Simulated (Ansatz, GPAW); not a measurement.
This is a calculation of PbSe (Clausthalite) for GPAW 26.7.0 (ASE script). 

The input run.py:

```python
from ase.dft.bandgap import bandgap
from ase.io import read, write
from ase.units import GPa
from gpaw import GPAW, PW

atoms = read('PbSe.xyz')

calc = GPAW(mode=PW(600),
            xc='PBE',
            kpts={'size': (8, 8, 8), 'gamma': True},
            occupations={'name': 'methfessel-paxton', 'order': 0, 'width': 0.03},
            nbands=19,
            convergence={'density': 1e-05, 'energy': 1e-05},
            maxiter=150,
            txt='gpaw.txt')
atoms.calc = calc
energy = atoms.get_potential_energy()
forces = atoms.get_forces()
stress = atoms.get_stress()
calc.write('gs.gpw')
write('result.traj', atoms)
print(f'Energy: {energy:.6f} eV')
print('Forces (eV/A):')
print(forces.round(4))
print('Stress (GPa):', (stress / GPa).round(3))
print('Fermi level:', round(calc.get_fermi_level(), 4), 'eV')
print(f'Gap: {bandgap(calc)[0]:.4f} eV, direct: {bandgap(calc, direct=True)[0]:.4f} eV')
```

File PbSe.xyz:

```xyz
2
Lattice="0.0000000000 3.0606500000 3.0606500000 3.0606500000 0.0000000000 3.0606500000 3.0606500000 3.0606500000 0.0000000000" Properties=species:S:1:pos:R:3 pbc="T T T"
Pb     0.0000000000      0.0000000000      0.0000000000
Se     3.0606500000      3.0606500000      3.0606500000
```

Potentials or basis: GPAW PAW data sets (gpaw-data 1.2.1), pw.

Launch:

```sh
$ OMP_NUM_THREADS=1 python run.py
```

Problem. What does the same run look like in Ansatz 0.2.0? Potentials or basis there: Ansatz PAW, cutoff 420 eV.

Solution. As run (cutoffs and basis follow the program's own potentials, and thresholds, step limits or extra output files can differ):

File input.yaml:

```yaml
crystal:
  lattice:
    - [0.0, 3.06065, 3.06065]
    - [3.06065, 0.0, 3.06065]
    - [3.06065, 3.06065, 0.0]
  atoms:
    - { symbol: Pb, position: [0.0, 0.0, 0.0] }
    - { symbol: Se, position: [0.5, 0.5, 0.5] }
hamiltonian:
  xc: pbe
  pseudopotentials: { kind: paw }
kpoints:
  mp_grid: { grid: [8, 8, 8] }
scf:
  occupations: { method: gaussian, width: 0.03 }
output:
  forces: true
  stress: true
  eigenvalues: true
  write_density: true
  write_potential: true
  elf: true
  volumetric_format: npy
```

Potentials or basis: Ansatz PAW.

Launch:

```sh
$ ansatz run input.yaml --threads 2 --pin off --max-ram 5632MiB --backend cpu --events-out ev --progress --plain --runs-dir out
```

Both were run:

|  | GPAW | Ansatz |
| --- | --- | --- |
| Pressure | 2.2 GPa | 2.4 GPa |

Ansatz's pressure holds a Pulay term of +0.02 GPa for its cutoff of 420 eV, which the other run lacks.

The potentials hold 20 and 30 valence electrons a cell.

Where Ansatz's input types no cutoff or centring, it takes its own default and a Γ-centred mesh.

Pressure is positive in compression.
